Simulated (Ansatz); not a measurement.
# Al(111) with 4 layers of random Al-Os, 2x2: scattering by chemical disorder

How strongly does chemical disorder scatter in Al(111) with 4 layers of random Al-Os, 2x2?

Program: Ansatz 0.2.0. Level of theory: Ansatz plane-wave DFT, PBE, PAW files; ballistic transport by layer matching (Landauer), zero bias; PAW set soft_1. Results are calculated unless marked as measured.

Report form: the programs' logs are mostly left out.

**1. The structure**

The cell holds 40 atoms: 32 Al and 8 Os. Cell: a = 5.725 Å, b = 5.725 Å, c = 23.429 Å, α = 93.5°, β = 86.5°, γ = 120.0°. It derives from Al. Regions: lead, 24 atoms (24 Al); scattering region, 16 atoms (8 Os and 8 Al). The structure is stacked along c, and the current runs across the ab planes.

**2. With 4 alloy layers**

In 4 layers a share of 0.5 of the sites is given to Os at random. The layers about the cell's end stay perfect and serve as the lead. Disorder leaves little or no symmetry, which makes such runs dear. Energies from -0.05 to 0.05 eV in steps of 0.05 eV are too few for the program's thermal sum, so it prints no conductance; for a metal the transmission near the Fermi level serves, at a fraction of the cost.

Input file input.yaml:

```yaml
crystal:
  lattice:
    - [5.7246940741, 0.0, 0.0]
    - [-2.862347037, 4.957730497, 0.0]
    - [1.4311735185, -0.8262884162, 23.3709656917]
  atoms:
    - { symbol: Al, position: [0.9916666667, 0.0083333333, 0.05] }
    - { symbol: Al, position: [0.9916666667, 0.5083333333, 0.05] }
    - { symbol: Al, position: [0.4916666667, 0.0083333333, 0.05] }
    - { symbol: Al, position: [0.4916666667, 0.5083333333, 0.05] }
    - { symbol: Al, position: [0.1416666667, 0.3583333333, 0.15] }
    - { symbol: Al, position: [0.1416666667, 0.8583333333, 0.15] }
    - { symbol: Al, position: [0.6416666667, 0.3583333333, 0.15] }
    - { symbol: Al, position: [0.6416666667, 0.8583333333, 0.15] }
[... 28 atom lines left out ...]
    - { symbol: Al, position: [0.8416666667, 0.1583333333, 0.95] }
    - { symbol: Al, position: [0.8416666667, 0.6583333333, 0.95] }
    - { symbol: Al, position: [0.3416666667, 0.1583333333, 0.95] }
    - { symbol: Al, position: [0.3416666667, 0.6583333333, 0.95] }
kpoints:
  mp_grid: { grid: [5, 5, 1] }
hamiltonian:
  xc: pbe
  pseudopotentials: { kind: paw, azcp: { folder: soft_1 } }
scf:
  occupations: { method: fermi_dirac, width: 0.1 }
output:
  transmission:
    leads: [[0, 4]]
    kmesh: [10, 10]
    e_range: [-0.05, 0.05]
    de: 0.05
  write_potential: true
  write_density: true
  volumetric_format: npy
```

Run with:

```console
$ ansatz run input.yaml --threads 4 --pin off --max-ram 15360MiB --backend cpu --events-out ev --progress --plain --runs-dir out
```

Run time: 6.9 min. Hardware: 4 threads of Arm Neoverse V1, shared host; peak memory 2.5 GiB.

This step gave:

```
free energy                                    : -108286.3567 eV
energy at zero smearing                        : -108285.8815 eV
Fermi energy                                   : 10.43 eV
cell area                                      : 28.38 Å²
transmission per spin nearest the Fermi level  : 1.876
open channels per spin nearest the Fermi level : 5.59
step of the lead's potential                   : 33.2 meV
```

Per spin. Transmission, zone mean against energy, zero at the Fermi level:

| energy (eV) | transmission, zone mean |
| --- | --- |
| -0.0500 | 1.84 |
| 0.0000 | 1.88 |
| 0.0500 | 1.82 |

Per spin. Open channels, zone mean, lead against energy, zero at the Fermi level:

| energy (eV) | open channels, zone mean, lead |
| --- | --- |
| -0.0500 | 5.29 |
| 0.0000 | 5.59 |
| 0.0500 | 5.51 |

Transmission over k1 and k2. At 0.0000 eV from the Fermi level.

Values, 10 rows by 10 columns:
```
1.84 2.33 1.85 1.91 2.07 2.16 1.46 1.40 1.57 1.27
1.57 1.84 1.93 2.35 2.58 1.74 1.63 1.88 1.50 1.71
1.74 2.10 2.69 2.57 2.17 2.17 2.01 1.84 1.53 1.32
1.28 1.95 2.19 2.11 2.70 1.86 2.12 1.95 2.11 1.38
1.34 2.29 1.66 2.50 2.01 2.28 2.01 2.50 1.66 2.29
1.28 1.38 2.11 1.95 2.12 1.86 2.70 2.11 2.19 1.95
1.74 1.32 1.53 1.84 2.01 2.17 2.17 2.57 2.69 2.10
1.57 1.71 1.50 1.88 1.63 1.74 2.58 2.35 1.93 1.84
1.84 1.27 1.57 1.40 1.46 2.16 2.07 1.91 1.85 2.33
1.64 1.67 1.43 1.20 1.52 1.01 1.52 1.20 1.43 1.67
```
Columns: k1 (b1) from -0.5 to 0.4; rows upwards: k2 (b2) from -0.5 to 0.4.

Open channels over k1 and k2. At 0.0000 eV from the Fermi level.

Ten even steps from '_' (3.00) to '@' (8.00):
```
==****@@****==__::__
::**==%%%%==**::::::
::@@%%%%%%%%%%@@::__
==**%%%%****%%%%**==
::**==%%**%%**%%==**
====**%%%%****%%%%**
::__::@@%%%%%%%%%%@@
::::::::**==%%%%==**
==__::__==****@@****
::==::::==::==::::==
```
Columns: k1 (b1) from -0.5 to 0.4; rows upwards: k2 (b2) from -0.5 to 0.4.

Over the solved energies the transmission per spin lies between 1.82 and 1.88, out of 5.46 channels of the lead on average (up to 5.59). The log calls the step of a lead's potential too much.

**3. With 8 alloy layers**

In 8 layers a share of 0.5 of the sites is given to Os at random. A fresh draw is used; the growth of the resistance with length is what counts.

System of this step: Al(111) with 8 layers of random Al-Os, 2x2. The cell holds 56 atoms: 40 Al and 16 Os. Its edges and angles: a = 5.725 Å, b = 5.725 Å, c = 32.761 Å, α = 87.5°, β = 92.5°, γ = 120.0°. It derives from Al. Regions: lead, 24 atoms (24 Al); scattering region, 32 atoms (16 Al and 16 Os). The structure is stacked along c, and the current runs across the ab planes.

Input file input.yaml:

```yaml
crystal:
  lattice:
    - [5.7246940741, 0.0, 0.0]
    - [-2.862347037, 4.957730497, 0.0]
    - [-1.4311735185, 0.8262884162, 32.7193519684]
  atoms:
    - { symbol: Al, position: [0.005952381, 0.994047619, 0.0357142857] }
    - { symbol: Al, position: [0.005952381, 0.494047619, 0.0357142857] }
    - { symbol: Al, position: [0.505952381, 0.994047619, 0.0357142857] }
    - { symbol: Al, position: [0.505952381, 0.494047619, 0.0357142857] }
    - { symbol: Al, position: [0.1845238095, 0.3154761905, 0.1071428571] }
    - { symbol: Al, position: [0.1845238095, 0.8154761905, 0.1071428571] }
    - { symbol: Al, position: [0.6845238095, 0.3154761905, 0.1071428571] }
    - { symbol: Al, position: [0.6845238095, 0.8154761905, 0.1071428571] }
[... 44 atom lines left out ...]
    - { symbol: Al, position: [0.3273809524, 0.1726190476, 0.9642857143] }
    - { symbol: Al, position: [0.3273809524, 0.6726190476, 0.9642857143] }
    - { symbol: Al, position: [0.8273809524, 0.1726190476, 0.9642857143] }
    - { symbol: Al, position: [0.8273809524, 0.6726190476, 0.9642857143] }
kpoints:
  mp_grid: { grid: [5, 5, 1] }
hamiltonian:
  xc: pbe
  pseudopotentials: { kind: paw, azcp: { folder: soft_1 } }
scf:
  occupations: { method: fermi_dirac, width: 0.1 }
output:
  transmission:
    leads: [[0, 4]]
    kmesh: [10, 10]
    e_range: [-0.05, 0.05]
    de: 0.05
  write_potential: true
  write_density: true
  volumetric_format: npy
```

Elapsed: 9.6 min, on 4 threads; peak memory 5 GiB.

This step gave:

```
free energy                                   : -203672.0475 eV
energy at zero smearing                       : -203671.3601 eV
Fermi energy                                  : 11.52 eV
transmission per spin nearest the Fermi level : 0.9953
step of the lead's potential                  : 24 meV
```

Per spin. Transmission, zone mean against energy, zero at the Fermi level:

| energy (eV) | transmission, zone mean |
| --- | --- |
| -0.0500 | 1.01 |
| 0.0000 | 0.995 |
| 0.0500 | 0.998 |

Over the solved energies the transmission per spin lies between 0.995 and 1.01, out of 5.49 channels of the lead on average (up to 5.59).

**4. With 12 alloy layers**

In 12 layers a share of 0.5 of the sites is given to Os at random. A fresh draw is used; the growth of the resistance with length is what counts.

System of this step: Al(111) with 12 layers of random Al-Os, 2x2. The cell holds 72 atoms: 48 Al and 24 Os. Cell: a = 5.725 Å, b = 5.725 Å, c = 42.068 Å, α = 90.0°, β = 90.0°, γ = 120.0°. It derives from Al. Regions: lead, 24 atoms (24 Al); scattering region, 48 atoms (24 Os and 24 Al). The structure is stacked along c, and the current runs across the ab planes.

Input file input.yaml:

```yaml
crystal:
  lattice:
    - [5.7246940741, 0.0, 0.0]
    - [-2.862347037, 4.957730497, 0.0]
    - [0.0, 0.0, 42.0677382451]
  atoms:
    - { symbol: Al, position: [0.0, 0.0, 0.0277777778] }
    - { symbol: Al, position: [0.0, 0.5, 0.0277777778] }
    - { symbol: Al, position: [0.5, 0.0, 0.0277777778] }
    - { symbol: Al, position: [0.5, 0.5, 0.0277777778] }
    - { symbol: Al, position: [0.1666666667, 0.3333333333, 0.0833333333] }
    - { symbol: Al, position: [0.1666666667, 0.8333333333, 0.0833333333] }
    - { symbol: Al, position: [0.6666666667, 0.3333333333, 0.0833333333] }
    - { symbol: Al, position: [0.6666666667, 0.8333333333, 0.0833333333] }
[... 60 atom lines left out ...]
    - { symbol: Al, position: [0.3333333333, 0.1666666667, 0.9722222222] }
    - { symbol: Al, position: [0.3333333333, 0.6666666667, 0.9722222222] }
    - { symbol: Al, position: [0.8333333333, 0.1666666667, 0.9722222222] }
    - { symbol: Al, position: [0.8333333333, 0.6666666667, 0.9722222222] }
kpoints:
  mp_grid: { grid: [5, 5, 1] }
hamiltonian:
  xc: pbe
  pseudopotentials: { kind: paw, azcp: { folder: soft_1 } }
scf:
  occupations: { method: fermi_dirac, width: 0.1 }
output:
  transmission:
    leads: [[0, 4]]
    kmesh: [10, 10]
    e_range: [-0.05, 0.05]
    de: 0.05
  write_potential: true
  write_density: true
  volumetric_format: npy
```

Elapsed: 15 min, on 4 threads; peak memory 8.5 GiB.

Numbers from this step:

```yaml
free_energy: -299057.5613 eV
energy_at_zero_smearing: -299056.6129 eV
fermi_energy: 12.12 eV
transmission_per_spin_nearest_the_fermi_level: 0.7562
step_of_the_lead_s_potential: 24.9 meV
```

Per spin. Transmission, zone mean against energy, zero at the Fermi level:

| energy (eV) | transmission, zone mean |
| --- | --- |
| -0.0500 | 0.739 |
| 0.0000 | 0.756 |
| 0.0500 | 0.762 |

Over the solved energies the transmission per spin lies between 0.739 and 0.762, out of 5.46 channels of the lead on average (up to 5.59).

**5. Resistance against length**

This step: Ansatz plane-wave DFT, PBE, PAW files; ballistic transport by layer matching (Landauer), zero bias; residual resistivity from the slope of the area resistance, atoms on the host's lattice; PAW set soft_1 (Ansatz 0.2.0).

Numbers from this step:

```
resistivity           : 154.1 µΩ cm
intercept             : -0.04337 fΩ m²
scatter about the fit : 0.1131 fΩ m²
```

Resistance, by row:

| run | length (Å) | T | channels N | RA (fΩ m²) |
| --- | --- | --- | --- | --- |
| n4 | 9.348 | 1.843 | 5.463 | 1.317 |
| n8 | 18.7 | 0.9996 | 5.49 | 2.997 |
| n12 | 28.05 | 0.7524 | 5.463 | 4.198 |

Table of area resistance by length of the alloy:

| length of the alloy (Å) | area resistance (fΩ m²) |
| --- | --- |
| 9.35 | 1.32 |
| 18.70 | 3.00 |
| 28.05 | 4.20 |

The area resistance goes from 1.3 to 4.2 fΩ m² between 9.3 and 28.0 Å, a slope of 154 µΩ cm.

By hand from the end points: (4.198 − 1.317) fΩ m² / (28.05 − 9.35) Å = 154 µΩ cm, since 1 fΩ m² per Å is 1000 µΩ cm.

**6. Outcome**

```yaml
resistivity_from_the_slope: 154 µΩ cm
area_resistance_over_9p35_a: 1.32 fΩ m²
area_resistance_over_18p7_a: 3.00 fΩ m²
area_resistance_over_28p0_a: 4.20 fΩ m²
```

In words: The slope gives 154 µΩ cm. The points scatter by 0.11 fΩ m² about the line, with one random draw a length in a 2x2 cell, so the slope is a rough value. Read with a model of isotropic scattering on a spherical Fermi surface and the lead's 1.5×10¹⁵ S/m², this slope means a mean free path near 3.3 Å (a rough figure, since the alloy's own channel count differs); over these lengths the model's slope is within 3 % of its bulk resistivity, though a free path of a few ångströms strains the picture. The atoms sit on the host's lattice, so scattering by size misfit is left out. With 50 % of Os, whose own structure is another, this is a hypothetical phase. Spin-orbit coupling is left out, which matters for Os. A lead's potential steps by up to 33 meV from period to period, which the log calls too much, so longer leads could move the result.

[Logs are printed without paths, hosts, clocks, repeated set-up lines and the standing remarks that a program may print on its own settings, such as how far it seeks lower states.]

[Hosts, paths, dates, database ids (printed as entryN), source tags and the programs' standing remarks are cut or masked in the printed files.]
